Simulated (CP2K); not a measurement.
**SiNi under changes of volume**

One of the cells (11.288 Å³/atom); the others are scaled copies at fixed shape and fractional positions:

```
Ni Si
1.0
     2.94277    0.00000    0.00000
     0.00000    3.28033    0.00000
     0.00000    0.00000    4.67745
Ni Si
2 2
Direct
  0.50000 0.50000 0.34250
  0.00000 0.00000 0.65750
  0.50000 0.50000 0.84314
  0.00000 0.00000 0.15686
```

The cell is a database's computed one.

* Program: CP2K 2026.2
* Functional: PBE
* Potentials or basis: GTH_POTENTIALS Ni GTH-PBE-q18; POTENTIAL_UZH Si GTH-PBE-q4; TZVP-MOLOPT-SR-GTH, TZVP-MOLOPT-PBE-GTH basis
* Density cutoff: 8163 eV
* k mesh: 9 × 8 × 6
* Occupations: fermi-dirac, width 0.05 eV
* Spin: collinear spin, ferromagnetic start
* Starting moments: [1.0, 1.0, 0.0, 0.0] μB

```tsv
volume (Å³/atom)	energy over the lowest point (meV/atom)	pressure (GPa)	largest force (eV/Å)
10.611	67.02	21.9	0.155
10.837	40.09	16.4	0.088
11.062	20.54	11.3	0.039
11.288	7.88	6.8	0.050
11.514	?	?	?
11.740	0.00	-0.9	0.153
11.965	3.60	-4.1	0.198
```

What does the run at 11.514 Å³/atom give?

Energy over the lowest point 1.24 meV/atom; pressure 2.7 GPa; largest force 0.103 eV/Å.

Worked out: A Birch-Murnaghan fit of order 3 (a polynomial in V^(-2/3)) to the other rows has its minimum at 11.68 Å³/atom with B0 = V·E''(V) = 184 GPa and B' = 4.6 at fixed shape and positions, which overstates the stiffness. It gives 1.20 meV/atom at 11.514 Å³/atom, against the run's 1.24, and -dE/dV = 2.7 GPa, against 2.7.

Energies are extrapolated to zero smearing.

Caveats: the basis of atomic orbitals isn't converged, which shifts pressures, moduli and gaps; the total moment is fixed, so each spin has its own Fermi level.
